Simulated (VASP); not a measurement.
A run of VASP 6.6.1 is set up as follows.

The input INCAR:

```
ALGO     = Normal         # electronic algorithm
BPARAM   = 11.95        
CPARAM   = 0.0093       
EDIFF    = 1E-6           # SCF threshold, eV
ENCUT    = 520            # plane-wave cutoff, eV
ISIF     = 2              # what is computed and relaxed
ISMEAR   = 1              # smearing method
IVDW_NL  = 2            
LASPH    = T              # aspherical terms in the spheres
LCHARG   = T              # write CHGCAR
LMIXTAU  = T            
LREAL    = F              # projectors in reciprocal space
LUSE_VDW = T            
LVHAR    = T            
LWAVE    = F              # write WAVECAR
METAGGA  = R2SCAN         # meta-GGA
NELM     = 150            # most SCF steps
PREC     = Accurate       # precision mode
SIGMA    = 0.1            # smearing width, eV
```

KPOINTS

```
k-points
0
Gamma
  14 14 14
```

The input POSCAR:

```
AlFe                                    
1.0
    2.8368769125     -0.0000000000     -0.0000000000
    0.0000000000      2.8368769125     -0.0000000000
   -0.0000000000      0.0000000000      2.8368769125
  Fe              Al            
     1     1
Direct
     0.0000000000000000    0.0000000000000000    0.0000000000000000
     0.5000000000000000    0.5000000000000000    0.5000000000000000
```

Potentials or basis: VASP PAW PBE potentials, release 64 (Fe, Al).

Command:

```console
$ cat potpaw_PBE.64/Fe/POTCAR potpaw_PBE.64/Al/POTCAR > POTCAR
$ mpirun -np 1 vasp_std > vasp.out
```

Estimate the pressure.

0.1 GPa.

What does it give for the band gap on the k mesh?

None (metal or under the smearing width).

Caveat: the PAW data sets were made with another functional, which shifts forces and pressure a little; pairwise dispersion overbinds metals, which lowers pressure and volume. Spin polarisation is off, so any magnetic state and its effect on volume and gap are missing.
